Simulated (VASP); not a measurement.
Wanted: the native input for a VASP 6.6.1 run.

| Property | Result |
| --- | --- |
| Task | Wannier functions by SCDM |
| Functional | PBE |
| Potentials or basis | VASP PAW PBE potentials, release 64 (In_d, As) |
| Cutoff | 520 eV |
| k mesh | 4 × 4 × 4 |
| Occupations | gaussian, width 0.02 eV |
| Spin | no spin polarisation |
| Further INCAR settings | ALGO = Fast; EDIFF = 1e-07; ISYM = -1 |

The system is InAs.

```
In As
1.0
     0.00000    2.87730    2.87730
     2.87730    0.00000    2.87730
     2.87730    2.87730    0.00000
In As
1 1
Direct
  0.50000 0.50000 0.50000
  0.00000 0.00000 0.00000
```

Measurements of this composition are mostly on another form, of space group No. 216.

These files were run (other wordings do the same):

POSCAR

```
InAs
1.0
    0.0000000000      2.8773040000      2.8773040000
    2.8773040000      0.0000000000      2.8773040000
    2.8773040000      2.8773040000      0.0000000000
In As
1 1
Direct
    0.5000000000      0.5000000000      0.5000000000
    0.0000000000      0.0000000000      0.0000000000
```

INCAR.step1

```
PREC = Accurate
ENCUT = 520
EDIFF = 1E-7
ISMEAR = 0
SIGMA = 0.02
LREAL = False
LASPH = True
NELM = 100
ALGO = Fast
ISIF = 2
LWAVE = True
LCHARG = True
GGA = PE
```

INCAR.step2

```
PREC = Accurate
ENCUT = 520
EDIFF = 1E-7
ISMEAR = 0
SIGMA = 0.02
LREAL = False
LASPH = True
NELM = 100
ALGO = Fast
ISIF = 2
LWAVE = False
LCHARG = False
GGA = PE
ISTART = 1
ICHARG = 11
ISYM = -1
NUM_WANN = 9
LSCDM = True
```

KPOINTS

```
Automatic mesh
0
Gamma
  4 4 4
```

KPOINTS_OPT

```
path GXWKGLUWLK,UX
12
line-mode
reciprocal
 0.0000000000  0.0000000000  0.0000000000  G
 0.5000000000  0.0000000000  0.5000000000  X

 0.5000000000  0.0000000000  0.5000000000  X
 0.5000000000  0.2500000000  0.7500000000  W

 0.5000000000  0.2500000000  0.7500000000  W
 0.3750000000  0.3750000000  0.7500000000  K

 0.3750000000  0.3750000000  0.7500000000  K
 0.0000000000  0.0000000000  0.0000000000  G

 0.0000000000  0.0000000000  0.0000000000  G
 0.5000000000  0.5000000000  0.5000000000  L

 0.5000000000  0.5000000000  0.5000000000  L
 0.6250000000  0.2500000000  0.6250000000  U

 0.6250000000  0.2500000000  0.6250000000  U
 0.5000000000  0.2500000000  0.7500000000  W

 0.5000000000  0.2500000000  0.7500000000  W
 0.5000000000  0.5000000000  0.5000000000  L

 0.5000000000  0.5000000000  0.5000000000  L
 0.3750000000  0.3750000000  0.7500000000  K

 0.6250000000  0.2500000000  0.6250000000  U
 0.5000000000  0.0000000000  0.5000000000  X
```

KPOINTS_WAN

```
path GXWKGLUWLK,UX
12
line-mode
reciprocal
 0.0000000000  0.0000000000  0.0000000000  G
 0.5000000000  0.0000000000  0.5000000000  X

 0.5000000000  0.0000000000  0.5000000000  X
 0.5000000000  0.2500000000  0.7500000000  W

 0.5000000000  0.2500000000  0.7500000000  W
 0.3750000000  0.3750000000  0.7500000000  K

 0.3750000000  0.3750000000  0.7500000000  K
 0.0000000000  0.0000000000  0.0000000000  G

 0.0000000000  0.0000000000  0.0000000000  G
 0.5000000000  0.5000000000  0.5000000000  L

 0.5000000000  0.5000000000  0.5000000000  L
 0.6250000000  0.2500000000  0.6250000000  U

 0.6250000000  0.2500000000  0.6250000000  U
 0.5000000000  0.2500000000  0.7500000000  W

 0.5000000000  0.2500000000  0.7500000000  W
 0.5000000000  0.5000000000  0.5000000000  L

 0.5000000000  0.5000000000  0.5000000000  L
 0.3750000000  0.3750000000  0.7500000000  K

 0.6250000000  0.2500000000  0.6250000000  U
 0.5000000000  0.0000000000  0.5000000000  X
```

Potentials or basis: VASP PAW PBE potentials, release 64 (In_d, As).

Run with:

```sh
$ cat potpaw_PBE.64/In_d/POTCAR potpaw_PBE.64/As/POTCAR > POTCAR
$ cp INCAR.step1 INCAR
$ mpirun -np 1 vasp_std > vasp.out
$ cp INCAR.step2 INCAR
$ mpirun -np 1 vasp_std > vasp.out
```

It gave:

| Item | Value |
| --- | --- |
| Band gap along the path | none (metal or under the smearing width) |

Caveat: the k mesh is coarse (spacing up to 0.47 Å⁻¹), so the values aren't converged; spin-orbit coupling is left out, which moves the levels of the heavy elements.

Run time: 120 s on 1 thread of Intel(R) Xeon(R) Platinum 8488C (Sapphire Rapids), on a shared host, peak memory 0.22 GiB.
